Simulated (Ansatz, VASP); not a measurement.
# Two plane-wave programs on BN

File INCAR:

```
ALGO = Normal ; EDIFF = 1E-7
ENCUT = 520 ; GGA = PE
ISIF = 2 ; ISMEAR = 0
LASPH = T ; LCHARG = F
LREAL = F ; LWAVE = F
NBANDS = 16 ; NELM = 60
PREC = Accurate ; SIGMA = 0.05
```

File KPOINTS:

```
k-points
0
Gamma
  12 12 6
```

File POSCAR:

```
BN
1.0
    2.5928987974      0.0000000000      0.0000000000
   -1.2964493987      2.2455162280      0.0000000000
    0.0000000000      0.0000000000      4.3512499713
B N
2 2
Direct
    0.6666666667      0.3333333333      0.9998058547
    0.3333333333      0.6666666667      0.4998058547
    0.6666666667      0.3333333333      0.6251941453
    0.3333333333      0.6666666667      0.1251941453
```

Input for Ansatz:

```yaml
crystal:
  lattice:
    - [2.5928987974, 0.0, 0.0]
    - [-1.2964493987, 2.245516228, 0.0]
    - [0.0, 0.0, 4.3512499713]
  atoms:
    - { symbol: B, position: [0.6666666667, 0.3333333333, 0.9998058547] }
    - { symbol: B, position: [0.3333333333, 0.6666666667, 0.4998058547] }
    - { symbol: "N", position: [0.6666666667, 0.3333333333, 0.6251941453] }
    - { symbol: "N", position: [0.3333333333, 0.6666666667, 0.1251941453] }
basis:
  ecutwfc: 420
kpoints:
  mp_grid: { grid: [12, 12, 6] }
hamiltonian:
  xc: pbe
scf:
  occupations: { method: gaussian, width: 0.05 }
output:
  forces: true
  stress: true
  eigenvalues: true
```

Change from the starting cell: strain +0.015 along x and y, +0.030 along z, atoms carried along.

Alike in both runs: task single point; functional PBE; k mesh 12 × 12 × 6; occupations gaussian, width 0.05 eV; no spin polarisation.

```csv
,VASP,Ansatz
version,VASP 6.6.1,Ansatz 0.2.0
potentials or method,"VASP PAW PBE potentials, release 64 (B, N)","scalar-relativistic, plane waves, PAW"
plane-wave cutoff (eV),520,420
valence electrons in the cell,16,16
```

```csv
,VASP,Ansatz,Ansatz less VASP
gap on the k mesh at the Fermi level (eV),5.24,5.26,+0.015
least direct gap on the mesh (eV),7.71,7.71,0.000
pressure (GPa),-19.6,-19.7,-0.06
largest component of the traceless stress (GPa),8.06,7.98,-0.079
rms of the force components (eV/Å),0.048,0.052,+0.0031
```

Atom by atom the forces differ by 0.003 eV/Å (rms over components).

Caveats: so large a pressure means that the cell lies far from this level's equilibrium, or that cutoff or potentials fall short (VASP). A k mesh can miss the band edges.
